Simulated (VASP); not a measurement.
**FeO (Wuestite): equation of state with PBEsol**

Crystal: FeO (Wuestite).

```xyz
2
Lattice="0.0000 2.1554 2.1554 2.1554 0.0000 2.1554 2.1554 2.1554 0.0000" Properties=species:S:1:pos:R:3 pbc="T T T"
Fe    0.0000    0.0000    0.0000
O     2.1554    2.1554    2.1554
```

```yaml
Program: VASP 6.6.1
Task: equation of state
Functional: PBEsol
Potentials_or_basis: VASP PAW PBE potentials, release 64 (Fe, O)
Cutoff: 520 eV
k_mesh: 11 × 11 × 11
Occupations: fermi-dirac, width 0.05 eV
Spin: collinear spin, ferromagnetic start
Starting_moments: "[3.0, 0.0] μB"
Ladder: free
Further_INCAR_settings: ALGO = Normal; EDIFF = 1e-07; NBANDS = 18
```

| Quantity | Value |
| --- | --- |
| Equilibrium volume | 9.60 Å³/atom |
| Bulk modulus | 210 GPa |
| Pressure derivative of the bulk modulus | 4.5 |

Energy against volume, from the lowest point:
```csv
volume (Å³/atom),energy (meV/atom)
9.413,2.45
9.613,0.00
9.813,3.00
10.013,10.84
10.214,22.97
10.414,38.94
10.614,58.37
```

All runs of the series together: 110 s on 1 thread of Intel(R) Xeon(R) 6975P-C (Granite Rapids), with other jobs on the host.

Caveat: the PAW data sets were made with another functional, which shifts forces and pressure a little.
